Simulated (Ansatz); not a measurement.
# Zr: the cost of one run

Program: Ansatz 0.2.0. Level of theory: DFT PBE, scalar-relativistic, plane waves, PAW. These are calculated values, not measurements.

## (1) Starting point

The structure is cubic, space group Im-3m (No. 229). Conventional cell: a = 3.575 Å, b = 3.575 Å, c = 3.575 Å, α = 90.00°, β = 90.00°, γ = 90.00°. Around Zr (site symmetry m-3m) lie 8 Zr at 3.10 Å.

Coordinates:

```xyz
1
Lattice="-1.7873 1.7873 1.7873 1.7873 -1.7873 1.7873 1.7873 1.7873 -1.7873" Properties=species:S:1:pos:R:3 pbc="T T T"
Zr    0.0000    0.0000    0.0000
```

It is the result of an earlier relaxation at this level (volume 22.84 Å³/atom; gap on the mesh: none (metal)).

## (2) The scan

The energy is mapped over two homogeneous strains (x along [1 0 0], y along [0 1 0], z along [0 0 1] of the conventional cell).

- strain +e along x and -e along y: 7 values from −15 to 15 %
- strain +e along z and -e/2 along x and y: 7 values from −7.00 to 7.00 %

Nothing else is relaxed (symmetry fixes all fractional coordinates). Energies count from the relaxed crystal. Points are written as (first, second).

## (3) The run at (−15 %, −7.00 %)

input.yaml

```yaml
crystal:
  lattice:
    - [-1.5817436637, 2.1179279564, 1.6621713076]
    - [1.5817436637, -2.1179279564, 1.6621713076]
    - [1.5817436637, 2.1179279564, -1.6621713076]
  atoms:
    - { symbol: Zr, position: [0.0, 0.0, 0.0] }
basis:
  ecutwfc: 420
kpoints:
  mp_grid: { grid: [18, 18, 18] }
hamiltonian:
  xc: pbe
scf:
  occupations: { method: gaussian, width: 0.15 }
output:
  forces: true
  stress: true
  eigenvalues: true
```

On the command line:

```bash
$ ansatz run input.yaml --threads 1 --pin off --max-ram 2048MiB --backend cpu --events-out ev --progress --plain --runs-dir out
```

Q: Estimate wall time and peak memory on 1 thread of Arm Neoverse V2, shared host.

About 8.8 s, with a peak of 0.47 GiB.
